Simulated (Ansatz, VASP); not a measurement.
Two plane-wave programs on GaAs

The input POSCAR:

```
GaAs
1.0
    0.0000000000      2.8268500000      2.8268500000
    2.8268500000      0.0000000000      2.8268500000
    2.8268500000      2.8268500000      0.0000000000
As Ga
1 1
Direct
    0.7500000000      0.7500000000      0.7500000000
    0.0000000000      0.0000000000      0.0000000000
```

INCAR.step1

```
SYSTEM = GaAs
ALGO = Normal ; EDIFF = 1E-5
ENCUT = 600 ; GGA = PE
ISMEAR = -1 ; LASPH = .TRUE.
LCHARG = .FALSE. ; LREAL = .FALSE.
LWAVE = .TRUE. ; NELM = 60
PREC = Accurate ; SIGMA = 0.05
```

INCAR.step2

```
SYSTEM = GaAs
AEXX = 0.25 ; ALGO = Normal
EDIFF = 1E-6 ; EDIFFG = -0.02
ENCUT = 600 ; GGA = PE
IBRION = 2 ; ISIF = 3
ISMEAR = -1 ; ISTART = 1
LASPH = .TRUE. ; LCHARG = .FALSE.
LHFCALC = .TRUE. ; LREAL = .FALSE.
LWAVE = .FALSE. ; NELM = 60
NSW = 40 ; PREC = Accurate
PRECFOCK = Fast ; SIGMA = 0.05
```

KPOINTS

```
k-points
0
G
  4 4 4
  0 0 0
```

input.yaml

```yaml
crystal:
  lattice:
    - [0.0, 2.82685, 2.82685]
    - [2.82685, 0.0, 2.82685]
    - [2.82685, 2.82685, 0.0]
  atoms:
    - { symbol: As, position: [0.75, 0.75, 0.75] }
    - { symbol: Ga, position: [0.0, 0.0, 0.0] }
hamiltonian:
  xc: pbe0
  pseudopotentials: { kind: paw }
kpoints:
  mp_grid: { grid: [4, 4, 4] }
scf:
  occupations: { method: fermi_dirac, width: 0.05 }
output:
  forces: true
  stress: true
  eigenvalues: true
relax:
  f_tol: 0.01
  max_steps: 40
  cell: { stress_tol: 0.05 }
```

Alike in both runs: task relaxation of cell and atoms; functional PBE0; k mesh 4 × 4 × 4; occupations fermi-dirac, width 0.05 eV; no spin polarisation.

|  | VASP | Ansatz |
| --- | --- | --- |
| version | VASP 6.6.1 | Ansatz 0.2.0 |
| potentials or method | VASP PAW PBE potentials, release 64 (As, Ga_d) | Ansatz PAW |
| plane-wave cutoff (eV) | 600 | 420 |
| valence electrons in the cell | 18 | 28 |

|  | VASP | Ansatz | Ansatz less VASP |
| --- | --- | --- | --- |
| gap on the k mesh at the Fermi level, each at its own relaxed structure (eV) | 2.07 | 1.99 | -0.084 |
| relaxed volume (Å³/atom) | 22.88 | 22.95 | +0.077 |
| relaxed cell length with the largest relative difference (Å) | 4.015 | 4.019 | +0.0045 |
| energy change over the relaxation (meV/atom) | -1 | -1 | -0.5 |

The two sets of potentials don't hold the same shells in valence.

Caveats: the k mesh is coarse (spacing up to 0.48 Å⁻¹), so the values aren't converged, least of all with exact exchange; the PAW data sets were made with another functional, which shifts forces and pressure a little (VASP); the plane-wave basis is chosen anew once the cell has moved, so the energies of steps on either side of that aren't comparable (Ansatz); the PAW data sets come from PBE, with cores solved anew for the run's functional, which leaves a small shift of forces and pressure (Ansatz). Zero-point motion and thermal expansion aren't in these numbers. A k mesh can miss the band edges.
